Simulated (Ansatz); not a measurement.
# HfC (CsCl type): other levels of theory at one geometry

The task here is to estimate one member of a computed series from the others.

Computed with Ansatz 0.2.0 (DFT at several levels, plane waves, PAW, unless a step's input says otherwise).

**The structure to begin with**

Symmetry: Pm-3m, No. 221, cubic system. The conventional cell has a = 2.901 Å, b = 2.901 Å, c = 2.901 Å, α = 90.00°, β = 90.00°, γ = 90.00°. Hf (site symmetry m-3m) has 8 C at 2.51 Å as nearest neighbours. C (site symmetry m-3m) is surrounded by 8 Hf at 2.51 Å.

As a file:

```cif
data_structure
_symmetry_space_group_name_H-M 'P 1'
_symmetry_Int_Tables_number 1
_cell_length_a 2.9009
_cell_length_b 2.9009
_cell_length_c 2.9009
_cell_angle_alpha 90.000
_cell_angle_beta 90.000
_cell_angle_gamma 90.000
_cell_volume 24.41
loop_
_atom_site_label
_atom_site_type_symbol
_atom_site_fract_x
_atom_site_fract_y
_atom_site_fract_z
_atom_site_occupancy
Hf1 Hf 0.00000 0.00000 0.00000 1
C1 C 0.50000 0.50000 0.50000 1
```

This cell comes from an earlier session at PBE: 12.206 Å³/atom at 0.01 GPa, on a 12×12×12 mesh, no gap.

Levels to run: PBE+SOC; r²SCAN; PBEsol; LDA. Hardware: 2 threads of Arm Neoverse V1, shared host.

The first run:

input.yaml reads:

```yaml
crystal:
  lattice:
    - [2.90088893, 0.0, 0.0]
    - [0.0, 2.90088893, 0.0]
    - [0.0, 0.0, 2.90088893]
  atoms:
    - { symbol: Hf, position: [0.0, 0.0, 0.0] }
    - { symbol: C, position: [0.5, 0.5, 0.5] }
basis:
  ecutwfc: 420
  ecutrho_ratio: 4
kpoints:
  mp_grid: { grid: [12, 12, 12] }
hamiltonian:
  xc: pbe
scf:
  occupations: { method: gaussian, width: 0.05 }
output:
  forces: true
  stress: true
  eigenvalues: true
  populations: true
  dos: { projected: true, de: 0.02 }
  write_density: true
  write_potential: true
  elf: true
  volumetric_format: npy
magnetization:
  noncollinear: true
  spin_orbit: true
```

Run with:

```sh
$ ansatz run input.yaml --threads 2 --pin off --max-ram 2662MiB --backend cpu --events-out ev --progress --plain --runs-dir out
```

Steps of the session up to this table: PBE+SOC; r²SCAN; PBEsol; LDA.

One table of the session follows, with a row left open; its other results are not shown here.

```
  level  pressure (GPa)
    PBE             0.0
    LDA               ?
 PBEsol            -6.9
PBE+SOC            -0.3
 r²SCAN            -2.9
```

**Question.** Estimate the row for LDA.

The run gave: pressure (GPa): -12.3. In the column «pressure (GPa)» it is the lowest.

The pressure runs from -12.3 GPa (LDA) to 0.0 GPa (PBE); a negative pressure means that level wants a smaller cell, a positive one a larger cell. Total energies of different levels have different zeros and can't be compared.
